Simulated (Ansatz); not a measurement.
**ZnS and its competing phases**

Computed with DFT PBE, scalar-relativistic, plane waves, PAW in Ansatz. Settings: cutoff 420 eV, Γ-centred meshes spaced at most about 0.3 Å⁻¹, and about 0.25 Å⁻¹ or finer for metals (2π included), Gaussian smearing. No spin polarisation.

Energies over the elements count from the elements' standard structures at the same level, with no fitted energy shifts.

These are static total energies at zero pressure. The reference form of S is held partly by dispersion forces, which this level lacks.

The competitors are the elements and 1 reference phase of this chemical system (from databases or known types: ZnS), relaxed at the same level; other known phases may be missing.

The candidate was reached from: LiPb type (Pm-3m).

```cif
data_structure
_symmetry_space_group_name_H-M 'Pm-3m'
_symmetry_Int_Tables_number 221
_cell_length_a 3.1963
_cell_length_b 3.1963
_cell_length_c 3.1963
_cell_angle_alpha 90.000
_cell_angle_beta 90.000
_cell_angle_gamma 90.000
_cell_volume 32.66
loop_
_atom_site_label
_atom_site_type_symbol
_atom_site_symmetry_multiplicity
_atom_site_Wyckoff_symbol
_atom_site_fract_x
_atom_site_fract_y
_atom_site_fract_z
_atom_site_occupancy
Zn1 Zn 1 b 0.50000 0.50000 0.50000 1
S1 S 1 a 0.00000 0.00000 0.00000 1
```

**Question.** Is it stable, and against what?

**Answer.** Not the lowest form: another structure of the same formula lies lower. Its formation energy is 0.146 eV/atom. The lowest competing phase at this composition is this:

```
phase      space group  source  share of atoms  ΔE_f (eV/atom)
  ZnS  F-43m (No. 216)     COD          1.0000          -0.822
```

The candidate lies 0.97 eV/atom above this phase. The candidate matches no cell in the subsets of the Crystallography Open Database and the Materials Project at hand. The margin is far too high for a likely synthesis. It has the caesium chloride type.
